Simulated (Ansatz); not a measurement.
Zone-centre phonons of ZnS at 15 GPa: input and output

Computed with DFT PBEsol, scalar-relativistic, plane waves, PAW (Ansatz).

Launched with:
```bash
ansatz run input.yaml --threads 1 --pin off --max-ram 3072MiB --backend cpu --events-out ev --progress --plain --runs-dir out
```

Input (bare energies are in eV):
```yaml
crystal:
  lattice:
    - [0.0, 2.5567047329, 2.5567047329]
    - [2.5567047329, 0.0, 2.5567047329]
    - [2.5567047329, 2.5567047329, 0.0]
  atoms:
    - { symbol: Zn, position: [0.0, 0.0, 0.0] }
    - { symbol: S, position: [0.75, 0.75, 0.75] }
basis:
  ecutwfc: 420
kpoints:
  mp_grid: { grid: [10, 10, 10] }
hamiltonian:
  xc: pbesol
scf:
  occupations: { method: fixed }
output:
  eigenvalues: true
phonons:
  method: dfpt
  dielectric: true
  rigid_motions: translations
  eigenvectors: true
```

Results section of the output:
```
--- Phonons (Γ-DFPT): 2 representative perturbations + reference, on 171 of 1000 k-points (Σ response iterations 6) ---
  k mesh reduced under 4 symmetry operations, with k and −k counted as one. Each operation leaves every solved perturbation unchanged. A smaller set is not considered because the run solves the response ...
  ASR residual: 4.873e-4 → 0.000e0 eV/Å²; symmetrization residual: 3.013e-7 eV/Å²
  ASR residual per site (eV/Å²): 9.31e-5 4.87e-4
  Γ frequencies (cm⁻¹): 0.00 0.00 0.00 351.38 351.38 351.38
  ε∞ (high-frequency dielectric tensor):
        6.147681    -0.000000     0.000000
       -0.000000     6.147681     0.000000
        0.000000     0.000000     6.147681
  ε⁰ (static dielectric tensor: ions relaxed, cell fixed):
        7.840996    -0.000000    -0.000000
       -0.000000     7.840996     0.000000
       -0.000000     0.000000     7.840996
  ε⁰ − ε∞ (ionic part):
        1.693316    -0.000000    -0.000000
       -0.000000     1.693316     0.000000
       -0.000000     0.000000     1.693316
  softest optical mode at Γ: 351.38 cm⁻¹; the repairs (sum rule, projections) moved no ω² at Γ by more than (2.04 cm⁻¹)²
  Born effective charges Z* (e; rows j = field, columns β = displacement):
    site 0:
         1.74785   -0.00000   -0.00000
        -0.00000    1.74785    0.00000
        -0.00000    0.00000    1.74785
    site 1:
        -1.74785    0.00000    0.00000
         0.00000   -1.74785   -0.00000
         0.00000   -0.00000   -1.74785
  Z* charge neutrality: 1.052e-4 e pre-enforcement
  solved inside a basis spanned on kpoints, on 10×10×10 k-points, its susceptibility summed on 14×14×14: ε∞ is read to err by 1.6e-2, Z* by 1.2e-2 e (field_mesh: kpoints solves on kpoints); Z* is corrected for ...
  optical modes at Γ without the LO–TO term, one row a degenerate level:
      ω (cm⁻¹) modes IR ((D/Å)²/amu)
        351.38      3             9.8293
  optical modes at Γ + LO–TO along q̂ = [1.0000, 0.0000, 0.0000]:
      ω (cm⁻¹) modes IR ((D/Å)²/amu)
        351.38      2             6.5528
        396.83      1             3.2764
  optical modes at Γ + LO–TO along q̂ = [0.0000, 1.0000, 0.0000]:
      ω (cm⁻¹) modes IR ((D/Å)²/amu)
        351.38      2             6.5528
        396.83      1             3.2764
  optical modes at Γ + LO–TO along q̂ = [0.0000, 0.0000, 1.0000]:
      ω (cm⁻¹) modes IR ((D/Å)²/amu)
        351.38      2             6.5528
        396.83      1             3.2764
```

Time: 85 s on 1 thread of AMD EPYC 7R43 64-Core Processor (Zen 3), with other jobs on the host, peak memory 0.62 GiB.

At this pressure the crystal is close to a known change of phase.